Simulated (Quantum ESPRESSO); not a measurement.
## Ce under changes of volume

One of the cells (34.371 Å³/atom); the others are scaled copies at fixed shape and fractional positions:

```xyz
1
Lattice="0.0000 2.5806 2.5806 2.5806 0.0000 2.5806 2.5806 2.5806 0.0000" Properties=species:S:1:pos:R:3 pbc="T T T"
Ce    0.0000    0.0000    0.0000
```

```yaml
Program: Quantum ESPRESSO 7.5
Functional: PBE
Potentials_or_basis: SSSP 1.3 efficiency PBE
Cutoff: 748 eV
Density_cutoff: 5987 eV
k_mesh: 9 × 9 × 9
Occupations: fermi-dirac, width 0.05 eV
Spin: collinear spin, ferromagnetic start
Starting_moments: "[1.0] μB"
```

```tsv
volume (Å³/atom)	energy over the lowest point (meV/atom)	pressure (GPa)	moment (μB per cell)
32.309	0.00	-4.8	0.26
32.996	21.03	-4.7	0.58
33.684	41.70	-4.7	0.75
34.371	62.52	-4.7	0.86
35.058	83.66	-4.8	0.96
35.746	?	?	?
36.433	126.66	-4.9	1.12
```

Q: What does the run at 35.746 Å³/atom give?

A: Energy over the lowest point 105.11 meV/atom; pressure -4.9 GPa; moment 1.04 μB per cell.

Worked out: A Birch-Murnaghan fit of order 3 (a polynomial in V^(-2/3)) to the other rows has no minimum within the range. It gives 104.95 meV/atom at 35.746 Å³/atom, against the run's 105.11, and -dE/dV = -5.0 GPa, against -4.9. A parabola through the other rows of the moment, of slope 0.0801 μB per Å³/atom there, gives 1.07 μB, against the run's 1.04.

Energies are extrapolated to zero smearing.

Caveats: the magnetic or orbital state may not be the lowest.
